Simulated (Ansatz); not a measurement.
# Platinum, omega (AlB2-type) under r²SCAN: from relaxation to bulk modulus, part 2 of 2

Aim: take platinum in the omega (AlB2-type) structure, relax it, solve it on a dense k-mesh, then scale the cell to 7 volumes from 88 to 112 % of the relaxed one and try a fit of the equation of state. Spin polarisation is left out. The k-meshes are 8×8×12 for the relaxation; 11×11×15 for the dense run; 9×9×13 for the volumes.

Ansatz 0.2.0; DFT, r2SCAN, plane waves (500 eV) with PAW, scalar-relativistic. The steps go on from the part before.

### Step 4. Volume × 0.88

The input, input.yaml:

```yaml
crystal:
  lattice:
    - [4.3130262185, 0.0, 0.0]
    - [-2.1565131092, 3.7351902724, 0.0]
    - [0.0, 0.0, 2.5699078477]
  atoms:
    - { symbol: Pt, position: [1.0, 0.0, 1.0] }
    - { symbol: Pt, position: [0.3333333333, 0.6666666667, 0.5] }
    - { symbol: Pt, position: [0.6666666667, 0.3333333333, 0.5] }
hamiltonian:
  xc: r2scan
  pseudopotentials:
    kind: paw
    azcp:
      Pt: "pseudopotentials/Pt.paw.azcp"
basis:
  ecutwfc: 500
  fft_grid_basis: typed
kpoints:
  mp_grid: { grid: [9, 9, 13], shift: [0, 0, 0] }
magnetization:
  spin_polarized: false
scf:
  occupations: { method: fermi_dirac, width: 0.1 }
  lower_state_search: "off"
output:
  stress: true
  write_density: true
  write_potential: true
  elf: true
  volumetric_format: npy
```

Launch:

```
$ ansatz run input.yaml --threads 1 --pin off --max-ram 3584MiB --backend cpu --events-out ev --progress --plain --runs-dir out
```

What it wrote, cut to the lines that bear on the results:

```text
[...]
Pseudopotentials: kind: paw
Pseudopotential: Pt, paw, valence charge 18, recommended cutoff 500 eV (meta_gga), <dir>
Functional definition: r2SCAN
[...]
Crystal: 3 atoms, lattice volume = 41.401 Å³
Basis set: ecut = 500 eV, 1047 PW (Γ), exchange–correlation on 128×128×80 points (64 copies of the dense FFT grid, shifted against one another)
Bands: 33, of which v1, the nominal top of the filled ones, is band 27 counted from 1 (26 counted from 0)
Symmetry: 24 space group operations
Space group: P6/mmm (ITA 191), of the structure as read, at distance tolerance 3.5e-5 Å
k-points: 84 of 1053
[...]
SCF iter   1: F=-37609.238326 eV  HF=-37609.264437 eV  |F-HF|=2.61e-2  |Δ(HF+E_count)|=         —  Δρ=1.66e-2  dr2=9.31e-2  dr2_τ=6.38e-2  ethr=1.77e-3  ⟨swp⟩=5.5  Hψ=10978  notcnv=0  defer=10
[...]
SCF iter   8: F=-37609.285338 eV  HF=-37609.285338 eV  |F-HF|=4.84e-9  |Δ(HF+E_count)|=   1.17e-7  Δρ=9.23e-6  dr2=2.44e-8  dr2_τ=8.38e-9  ethr=1.85e-10  ⟨swp⟩=10.2  Hψ=17035  notcnv=0
[...]
SCF converged after 8 iterations
Free energy (F): -37609.285338 eV
[...]
E sigma→0 (E₀):  -37609.213711 eV
Entropy (-TS):   -0.143254 eV (-47.751 meV/atom)
Fermi energy:    25.930827 eV
[...]
--- Stress (GPa, compression-positive) ---
       45.642796      -0.000000       0.000000
       -0.000000      45.642796       0.000000
        0.000000       0.000000      46.586614
  P = ⅓ Tr σ = 45.9574 GPa (459.574 kbar)
--- Band table (eV; the first three rows and the last of 84) ---
[...]
```

It took 25 s on 1 thread of Intel Xeon Platinum 8259CL at 2.50GHz (Skylake/Cascade Lake), shared host; peak memory 0.67 GiB.

Density in a lattice plane of the grid's cell (edges 4.31 and 4.31 Å, at 0.500 of the third edge), which holds Pt.

Ten even steps from '0' (0.28 e/Å³) to '9' (11.35 e/Å³):
```
000000000000000000000000
000000000011000000000000
000000011222210000000000
000000134554310000000000
000001367876310000000000
000013689985310000000000
000135899974200000000000
000136888742000000000000
000135665421000001111000
000123332100000123332100
000011110000012456653100
000000000000024788863100
000000000000247999853100
000000000001358998631000
000000000001367876310000
000000000001345543100000
000000000001222211000000
000000000000011000000000
000000000000000000000000
000000000000000000000000
```
Columns run along the first of these edges and rows up along the second, over one cell in 24 and 20 even steps from the bottom left corner. Atoms in the plane (fractional): Pt at (0.33, 0.67), Pt at (0.67, 0.33).

ELF in the same plane.

Values, 12 rows by 12 columns:
```
0.27 0.26 0.25 0.23 0.27 0.35 0.35 0.26 0.23 0.25 0.26 0.27
0.26 0.25 0.22 0.31 0.49 0.56 0.50 0.29 0.22 0.25 0.26 0.26
0.25 0.23 0.31 0.57 0.67 0.67 0.58 0.29 0.23 0.25 0.25 0.25
0.27 0.27 0.49 0.67 0.67 0.67 0.50 0.27 0.26 0.23 0.22 0.23
0.32 0.35 0.56 0.67 0.67 0.56 0.35 0.31 0.27 0.29 0.29 0.26
0.34 0.35 0.50 0.58 0.50 0.35 0.34 0.35 0.50 0.58 0.50 0.35
0.32 0.26 0.29 0.29 0.27 0.31 0.35 0.56 0.67 0.67 0.56 0.35
0.27 0.23 0.22 0.23 0.26 0.27 0.50 0.67 0.67 0.67 0.49 0.27
0.25 0.25 0.25 0.25 0.23 0.29 0.58 0.67 0.67 0.57 0.31 0.23
0.26 0.26 0.26 0.25 0.22 0.29 0.50 0.56 0.49 0.31 0.22 0.25
0.27 0.27 0.26 0.25 0.23 0.26 0.35 0.35 0.27 0.23 0.25 0.26
0.28 0.27 0.26 0.25 0.27 0.32 0.34 0.32 0.27 0.25 0.26 0.27
```
Columns run along the first of these edges and rows up along the second, over one cell in 12 and 12 even steps from the bottom left corner. Atoms in the plane (fractional): Pt at (0.33, 0.67), Pt at (0.67, 0.33).

Both are smooth fields of the valence electrons: close to the nuclei they are not physical.

### Step 5. Volume × 0.92

input.yaml, as its differences from that of step 4:

```diff
@@ -2,5 +2,5 @@
   lattice:
-    - [4.3130262185, 0.0, 0.0]
-    - [-2.1565131092, 3.7351902724, 0.0]
-    - [0.0, 0.0, 2.5699078477]
+    - [4.3774092361, 0.0, 0.0]
+    - [-2.1887046181, 3.7909476012, 0.0]
+    - [0.0, 0.0, 2.608270337]
   atoms:
```

Launch:

```
$ ansatz run input.yaml --threads 1 --pin off --max-ram 3584MiB --backend cpu --events-out ev --progress --plain --runs-dir out
```

What it wrote, cut to the lines that bear on the results:

```text
[...]
[... 3 set-up lines as earlier in the session ...]
[...]
Crystal: 3 atoms, lattice volume = 43.283 Å³
Basis set: ecut = 500 eV, 1119 PW (Γ), exchange–correlation on 128×128×80 points (64 copies of the dense FFT grid, shifted against one another)
Bands: 33, of which v1, the nominal top of the filled ones, is band 27 counted from 1 (26 counted from 0)
[... 2 set-up lines as earlier in the session ...]
k-points: 84 of 1053
[...]
SCF iter   1: F=-37609.660455 eV  HF=-37609.689989 eV  |F-HF|=2.95e-2  |Δ(HF+E_count)|=         —  Δρ=1.62e-2  dr2=9.26e-2  dr2_τ=5.24e-2  ethr=1.77e-3  ⟨swp⟩=5.6  Hψ=10886  notcnv=0  defer=14
[...]
SCF iter   8: F=-37609.706918 eV  HF=-37609.706918 eV  |F-HF|=1.36e-8  |Δ(HF+E_count)|=   9.74e-8  Δρ=9.19e-6  dr2=2.68e-8  dr2_τ=8.75e-9  ethr=1.85e-10  ⟨swp⟩=8.9  Hψ=18009  notcnv=0
the search or the solves at the SCF's close seem to have found levels that the self-consistency loop had missed (the run counts 1). By its estimate they hold under 1e-12 electrons; where the run keeps them, the occupations were computed again with them
[...]
SCF converged after 8 iterations
Free energy (F): -37609.706918 eV
[...]
E sigma→0 (E₀):  -37609.631900 eV
Entropy (-TS):   -0.150035 eV (-50.012 meV/atom)
Fermi energy:    24.460686 eV
[...]
--- Stress (GPa, compression-positive) ---
       26.357635       0.000000       0.000000
       -0.000000      26.357635       0.000000
        0.000000       0.000000      27.207261
  P = ⅓ Tr σ = 26.6408 GPa (266.408 kbar)
--- Band table (eV; the first three rows and the last of 84) ---
[...]
```

Wall time 26 s (1 thread of Intel Xeon Platinum 8259CL at 2.50GHz (Skylake/Cascade Lake), shared host); peak memory 0.67 GiB.

### Step 6. Volume × 0.96

input.yaml, as its differences from that of step 5:

```diff
@@ -2,5 +2,5 @@
   lattice:
-    - [4.3774092361, 0.0, 0.0]
-    - [-2.1887046181, 3.7909476012, 0.0]
-    - [0.0, 0.0, 2.608270337]
+    - [4.4399521037, 0.0, 0.0]
+    - [-2.2199760518, 3.8451113134, 0.0]
+    - [0.0, 0.0, 2.6455363767]
   atoms:
@@ -27,5 +27 @@
   stress: true
-  write_density: true
-  write_potential: true
-  elf: true
-  volumetric_format: npy
```

Launch:

```
$ ansatz run input.yaml --threads 1 --pin off --max-ram 3584MiB --backend cpu --events-out ev --progress --plain --runs-dir out
```

What it wrote, cut to the lines that bear on the results:

```text
[...]
[... 3 set-up lines as earlier in the session ...]
[...]
Crystal: 3 atoms, lattice volume = 45.165 Å³
Basis set: ecut = 500 eV, 1143 PW (Γ), exchange–correlation on 144×144×80 points (64 copies of the dense FFT grid, shifted against one another)
Bands: 33, of which v1, the nominal top of the filled ones, is band 27 counted from 1 (26 counted from 0)
[... 2 set-up lines as earlier in the session ...]
k-points: 84 of 1053
[...]
SCF iter   1: F=-37609.879884 eV  HF=-37609.914217 eV  |F-HF|=3.43e-2  |Δ(HF+E_count)|=         —  Δρ=1.59e-2  dr2=9.54e-2  dr2_τ=4.47e-2  ethr=1.77e-3  ⟨swp⟩=5.8  Hψ=10839  notcnv=0  defer=17
[...]
SCF iter   8: F=-37609.928045 eV  HF=-37609.928045 eV  |F-HF|=1.02e-8  |Δ(HF+E_count)|=   2.84e-8  Δρ=7.43e-6  dr2=2.07e-8  dr2_τ=3.80e-9  ethr=1.85e-10  ⟨swp⟩=4.0  Hψ=9162  notcnv=0
[...]
SCF converged after 8 iterations
Free energy (F): -37609.928045 eV
[...]
E sigma→0 (E₀):  -37609.849643 eV
Entropy (-TS):   -0.156804 eV (-52.268 meV/atom)
Fermi energy:    23.114748 eV
[...]
--- Stress (GPa, compression-positive) ---
       11.405046       0.000000       0.000000
        0.000000      11.405046       0.000000
        0.000000       0.000000      12.124821
  P = ⅓ Tr σ = 11.6450 GPa (116.450 kbar)
```

It took 21 s on 1 thread of Intel Xeon Platinum 8259CL at 2.50GHz (Skylake/Cascade Lake), shared host; peak memory 0.69 GiB.

### Step 7. Volume × 1.0

input.yaml, as its differences from that of step 6:

```diff
@@ -2,5 +2,5 @@
   lattice:
-    - [4.4399521037, 0.0, 0.0]
-    - [-2.2199760518, 3.8451113134, 0.0]
-    - [0.0, 0.0, 2.6455363767]
+    - [4.5007809242, 0.0, 0.0]
+    - [-2.2503904621, 3.8977906172, 0.0]
+    - [0.0, 0.0, 2.6817811049]
   atoms:
@@ -27 +27,5 @@
   stress: true
+  write_density: true
+  write_potential: true
+  elf: true
+  volumetric_format: npy
```

Launch:

```
$ ansatz run input.yaml --threads 1 --pin off --max-ram 3584MiB --backend cpu --events-out ev --progress --plain --runs-dir out
```

What it wrote, cut to the lines that bear on the results:

```text
[...]
[... 3 set-up lines as earlier in the session ...]
[...]
Crystal: 3 atoms, lattice volume = 47.047 Å³
Basis set: ecut = 500 eV, 1191 PW (Γ), exchange–correlation on 144×144×80 points (64 copies of the dense FFT grid, shifted against one another)
Bands: 33, of which v1, the nominal top of the filled ones, is band 27 counted from 1 (26 counted from 0)
[... 2 set-up lines as earlier in the session ...]
k-points: 84 of 1053
[...]
SCF iter   1: F=-37609.941676 eV  HF=-37609.982175 eV  |F-HF|=4.05e-2  |Δ(HF+E_count)|=         —  Δρ=1.58e-2  dr2=1.01e-1  dr2_τ=3.93e-2  ethr=1.77e-3  ⟨swp⟩=5.9  Hψ=10714  notcnv=0  defer=7
[...]
SCF iter   8: F=-37609.993658 eV  HF=-37609.993658 eV  |F-HF|=6.36e-9  |Δ(HF+E_count)|=   2.04e-8  Δρ=7.41e-6  dr2=2.05e-8  dr2_τ=2.93e-9  ethr=1.85e-10  ⟨swp⟩=8.1  Hψ=17559  notcnv=0
[...]
SCF converged after 8 iterations
Free energy (F): -37609.993658 eV
[...]
E sigma→0 (E₀):  -37609.911854 eV
Entropy (-TS):   -0.163608 eV (-54.536 meV/atom)
Fermi energy:    21.878662 eV
[...]
--- Stress (GPa, compression-positive) ---
       -0.169823      -0.000000      -0.000000
       -0.000000      -0.169823      -0.000000
       -0.000000      -0.000000       0.404903
  P = ⅓ Tr σ = 0.0218 GPa (0.218 kbar)
--- Band table (eV; the first three rows and the last of 84) ---
[...]
```

Wall time 27 s (1 thread of Intel Xeon Platinum 8259CL at 2.50GHz (Skylake/Cascade Lake), shared host); peak memory 0.69 GiB.

### Step 8. Volume × 1.04

input.yaml, as its differences from that of step 7:

```diff
@@ -2,5 +2,5 @@
   lattice:
-    - [4.5007809242, 0.0, 0.0]
-    - [-2.2503904621, 3.8977906172, 0.0]
-    - [0.0, 0.0, 2.6817811049]
+    - [4.5600085179, 0.0, 0.0]
+    - [-2.2800042589, 3.9490832179, 0.0]
+    - [0.0, 0.0, 2.7170717454]
   atoms:
```

Launch:

```
$ ansatz run input.yaml --threads 1 --pin off --max-ram 3584MiB --backend cpu --events-out ev --progress --plain --runs-dir out
```

What it wrote, cut to the lines that bear on the results:

```text
[...]
[... 3 set-up lines as earlier in the session ...]
[...]
Crystal: 3 atoms, lattice volume = 48.929 Å³
Basis set: ecut = 500 eV, 1251 PW (Γ), exchange–correlation on 144×144×80 points (64 copies of the dense FFT grid, shifted against one another)
Bands: 33, of which v1, the nominal top of the filled ones, is band 27 counted from 1 (26 counted from 0)
[... 1 set-up line as earlier in the session ...]
Space group: P6/mmm (ITA 191), of the structure as read, at distance tolerance 3.7e-5 Å
k-points: 84 of 1053
[...]
SCF iter   1: F=-37609.881746 eV  HF=-37609.929375 eV  |F-HF|=4.76e-2  |Δ(HF+E_count)|=         —  Δρ=1.58e-2  dr2=1.09e-1  dr2_τ=3.56e-2  ethr=1.77e-3  ⟨swp⟩=5.6  Hψ=10656  notcnv=0  defer=10
[...]
SCF iter   8: F=-37609.938917 eV  HF=-37609.938917 eV  |F-HF|=3.47e-9  |Δ(HF+E_count)|=   2.37e-7  Δρ=8.59e-6  dr2=3.62e-8  dr2_τ=2.21e-9  ethr=1.85e-10  ⟨swp⟩=10.0  Hψ=17289  notcnv=0
[...]
SCF converged after 8 iterations
Free energy (F): -37609.938917 eV
[...]
E sigma→0 (E₀):  -37609.853669 eV
Entropy (-TS):   -0.170497 eV (-56.832 meV/atom)
Fermi energy:    20.740335 eV
[...]
--- Stress (GPa, compression-positive) ---
       -9.097260      -0.000000      -0.000000
       -0.000000      -9.097260      -0.000000
       -0.000000      -0.000000      -8.666460
  P = ⅓ Tr σ = -8.9537 GPa (-89.537 kbar)
--- Band table (eV; the first three rows and the last of 84) ---
[...]
```

Run time: 24 s. Hardware: 1 thread of Intel Xeon Platinum 8259CL at 2.50GHz (Skylake/Cascade Lake), shared host; peak memory 0.7 GiB.

### Step 9. Volume × 1.08

input.yaml, as its differences from that of step 8:

```diff
@@ -2,5 +2,5 @@
   lattice:
-    - [4.5600085179, 0.0, 0.0]
-    - [-2.2800042589, 3.9490832179, 0.0]
-    - [0.0, 0.0, 2.7170717454]
+    - [4.617736273, 0.0, 0.0]
+    - [-2.3088681365, 3.9990769204, 0.0]
+    - [0.0, 0.0, 2.7514687102]
   atoms:
@@ -27,5 +27 @@
   stress: true
-  write_density: true
-  write_potential: true
-  elf: true
-  volumetric_format: npy
```

Launch:

```
$ ansatz run input.yaml --threads 1 --pin off --max-ram 3584MiB --backend cpu --events-out ev --progress --plain --runs-dir out
```

What it wrote, cut to the lines that bear on the results:

```text
[...]
[... 3 set-up lines as earlier in the session ...]
[...]
Crystal: 3 atoms, lattice volume = 50.810 Å³
Basis set: ecut = 500 eV, 1289 PW (Γ), exchange–correlation on 144×144×96 points (64 copies of the dense FFT grid, shifted against one another)
Bands: 33, of which v1, the nominal top of the filled ones, is band 27 counted from 1 (26 counted from 0)
[... 2 set-up lines as earlier in the session ...]
k-points: 84 of 1053
[...]
SCF iter   1: F=-37609.727367 eV  HF=-37609.783568 eV  |F-HF|=5.62e-2  |Δ(HF+E_count)|=         —  Δρ=1.59e-2  dr2=1.19e-1  dr2_τ=3.28e-2  ethr=1.77e-3  ⟨swp⟩=5.6  Hψ=10472  notcnv=0  defer=19
[...]
SCF iter   8: F=-37609.791496 eV  HF=-37609.791496 eV  |F-HF|=1.88e-9  |Δ(HF+E_count)|=   2.59e-7  Δρ=9.42e-6  dr2=4.67e-8  dr2_τ=2.91e-9  ethr=1.85e-10  ⟨swp⟩=4.0  Hψ=9095  notcnv=0
[...]
SCF converged after 8 iterations
Free energy (F): -37609.791496 eV
[...]
E sigma→0 (E₀):  -37609.702768 eV
Entropy (-TS):   -0.177455 eV (-59.152 meV/atom)
Fermi energy:    19.689530 eV
[...]
--- Stress (GPa, compression-positive) ---
      -15.939088       0.000000       0.000000
        0.000000     -15.939088       0.000000
        0.000000       0.000000     -15.636476
  P = ⅓ Tr σ = -15.8382 GPa (-158.382 kbar)
```

Run time: 22 s. Hardware: 1 thread of Intel Xeon Platinum 8259CL at 2.50GHz (Skylake/Cascade Lake), shared host; peak memory 0.72 GiB.

### Step 10. Volume × 1.12

input.yaml, as its differences from that of step 9:

```diff
@@ -2,5 +2,5 @@
   lattice:
-    - [4.617736273, 0.0, 0.0]
-    - [-2.3088681365, 3.9990769204, 0.0]
-    - [0.0, 0.0, 2.7514687102]
+    - [4.6740556805, 0.0, 0.0]
+    - [-2.3370278403, 4.047850958, 0.0]
+    - [0.0, 0.0, 2.7850265139]
   atoms:
```

Launch:

```
$ ansatz run input.yaml --threads 1 --pin off --max-ram 3584MiB --backend cpu --events-out ev --progress --plain --runs-dir out
```

What it wrote, cut to the lines that bear on the results:

```text
[...]
[... 3 set-up lines as earlier in the session ...]
[...]
Crystal: 3 atoms, lattice volume = 52.692 Å³
Basis set: ecut = 500 eV, 1325 PW (Γ), exchange–correlation on 144×144×96 points (64 copies of the dense FFT grid, shifted against one another)
Bands: 33, of which v1, the nominal top of the filled ones, is band 27 counted from 1 (26 counted from 0)
[... 2 set-up lines as earlier in the session ...]
k-points: 84 of 1053
[...]
SCF iter   1: F=-37609.501131 eV  HF=-37609.567520 eV  |F-HF|=6.64e-2  |Δ(HF+E_count)|=         —  Δρ=1.61e-2  dr2=1.31e-1  dr2_τ=3.08e-2  ethr=1.77e-3  ⟨swp⟩=5.5  Hψ=10388  notcnv=0  defer=20
[...]
SCF iter   8: F=-37609.573335 eV  HF=-37609.573335 eV  |F-HF|=3.51e-9  |Δ(HF+E_count)|=   2.56e-7  Δρ=9.95e-6  dr2=5.60e-8  dr2_τ=3.78e-9  ethr=1.85e-10  ⟨swp⟩=4.0  Hψ=9353  notcnv=0
[...]
SCF converged after 8 iterations
Free energy (F): -37609.573335 eV
[...]
E sigma→0 (E₀):  -37609.481228 eV
Entropy (-TS):   -0.184215 eV (-61.405 meV/atom)
Fermi energy:    18.717336 eV
[...]
--- Stress (GPa, compression-positive) ---
      -21.132764       0.000000       0.000000
        0.000000     -21.132764       0.000000
        0.000000       0.000000     -20.933813
  P = ⅓ Tr σ = -21.0664 GPa (-210.664 kbar)
```

It took 26 s on 1 thread of Intel Xeon Platinum 8259CL at 2.50GHz (Skylake/Cascade Lake), shared host; peak memory 0.73 GiB.

### Step 11. The equation of state

The cell was scaled evenly, with its shape and the fractional positions fixed.

```csv
V (Å³/atom),E − E₀ (meV/atom),P from the stress (GPa),P from the fit (GPa)
13.800,232.7,45.96,45.76
14.428,93.3,26.64,26.34
15.055,20.7,11.64,11.33
15.682,-0.1,0.02,-0.26
16.310,19.3,-8.95,-9.22
16.937,69.6,-15.84,-16.13
17.564,143.5,-21.07,-21.42
```

Fit (Birch-Murnaghan, third order): V₀ = 15.666 Å³/atom, B₀ = 256 GPa, B₀′ = 5.4, largest residual 0.08 meV/atom.

The fit is made to E(σ → 0), while the stress belongs to the free energy F; that is one source of the offset between the two pressures.

### Step 12. Results

The summary covers parts 1 to 2.

| quantity | value |
| --- | --- |
| space group (spins left aside) | P6/mmm (No. 191) |
| conventional cell | a = 4.501 Å, c = 2.682 Å (c/a = 0.596) |
| volume | 15.682 Å³/atom |
| shortest distance | 2.599 Å |
| gap on the mesh | none (levels filled in part) |
| relative to fcc | +148 meV/atom |
| V₀, B₀, B₀′ | 15.666 Å³/atom, 256 GPa, 5.4 |

**Reading.** From the guessed start the volume grew by 3.9 % in 5 steps. Against the reference form of platinum (fcc, computed apart with the same settings) it stands 148 meV/atom higher. No gap shows: it is a metal or semimetal at this level. B₀ comes out at 256 GPa; letting shape and positions relax at each volume could only lower it. Relaxation kept the symmetry; phonons were not checked.
